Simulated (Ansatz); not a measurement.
The system is NiO.

```xyz
2
Lattice="0.0000 2.0913 2.0913 2.0913 0.0000 2.0913 2.0913 2.0913 0.0000" Properties=species:S:1:pos:R:3 pbc="T T T"
Ni    0.0000    0.0000    0.0000
O     2.0913    2.0913    2.0913
```

Base run:

```yaml
Program: Ansatz 0.2.0
Functional: PBE
Potentials_or_basis: Ansatz PAW
Cutoff: 420 eV
Density_cutoff: 1680 eV
k_mesh: 11 × 11 × 11
Occupations: fermi-dirac, width 0.05 eV
Spin: collinear spin, ferromagnetic start
Starting_moments: "[1.0, 0.0] μB"
Hubbard_terms: Ni d U = 2 eV
```

Its results: band gap on the k mesh 0.35 eV, indirect (least direct gap 1.22 eV); pressure 8.8 GPa; net moment 2.00 μB per cell; site moments Ni +1.63; O +0.30 μB.

**Question.** The run is repeated on the same cell with these changes: hubbard terms from Ni d U = 2 eV to none; hubbard projectors from ortho-atomic (the default) to none. What comes out?

**Answer.** Band gap on the k mesh none (metal or under the smearing width); pressure 4.3 GPa; net moment 1.75 μB per cell; site moments Ni +1.42; O +0.28 μB.

The U term pushes filled and empty states of the shell apart.

Caveats: a cell with one magnetic atom can't hold antiferromagnetic order, which such compounds often take; the magnetic or orbital state may not be the lowest (some runs); semilocal functionals often make such compounds metallic where correlation or magnetic order opens a gap, which also shifts bond lengths (some runs).

A k mesh can miss the band edges.

Not every run made on this cell is shown here.
